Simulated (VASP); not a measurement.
**TiSi: single point with LDA**

The system is TiSi.

```
Ti Si
1.0
     1.81618   -2.11762    0.00000
     1.81618    2.11762    0.00000
     0.00000    0.00000    3.91805
Ti Si
1 1
Direct
  0.50000 0.50000 0.00000
  0.00000 0.00000 0.50000
```

The cell comes from a database or a generator and needn't be the stable form of this composition.

The cell isn't the ideal one: strain +0.000 along x and y, +0.030 along z, atoms carried along.

```
Program                : VASP 6.6.1
Task                   : single point
Functional             : LDA
Potentials or basis    : VASP PAW LDA potentials, release 64 (Ti_sv, Si)
Cutoff                 : 520 eV
k mesh                 : 18 × 18 × 12
Occupations            : gaussian, width 0.15 eV
Spin                   : no spin polarisation
Dipole correction      : no
Further INCAR settings : ALGO = Fast; EDIFF = 1e-06; NBANDS = 15
```

```yaml
Pressure: -11.5 GPa
Band_gap_on_the_k_mesh: none (metal or under the smearing width)
```

Stress tensor (GPa, compression positive):
```
-10.56   0.00   0.00
  0.00 -10.04   0.00
  0.00   0.00 -13.99
```

Levels at points of the mesh, in eV from the Fermi level:
| k point | band 6 | band 7 | band 8 | band 9 | band 10 | band 11 |
| --- | --- | --- | --- | --- | --- | --- |
| (0.00, 0.00, 0.00) | -2.40 | -1.92 | -1.06 | 1.63 | 2.24 | 2.83 |
| (0.50, 0.00, 0.00) | -6.14 | -2.89 | -0.83 | 1.64 | 2.25 | 4.10 |
| (0.50, 0.50, 0.00) | -3.59 | -1.38 | -1.16 | -0.91 | -0.32 | 2.46 |
| (0.00, 0.00, 0.50) | -6.35 | -0.83 | 0.30 | 0.73 | 1.70 | 2.89 |
| (0.50, 0.00, 0.50) | -4.74 | -2.46 | -1.68 | 1.16 | 1.77 | 1.85 |
| (0.50, 0.50, 0.50) | -3.64 | -3.16 | -3.15 | 1.93 | 2.65 | 2.71 |

Run time: 3.5 min on 1 thread of Intel(R) Xeon(R) Platinum 8488C (Sapphire Rapids), on a shared host, peak memory 0.37 GiB.
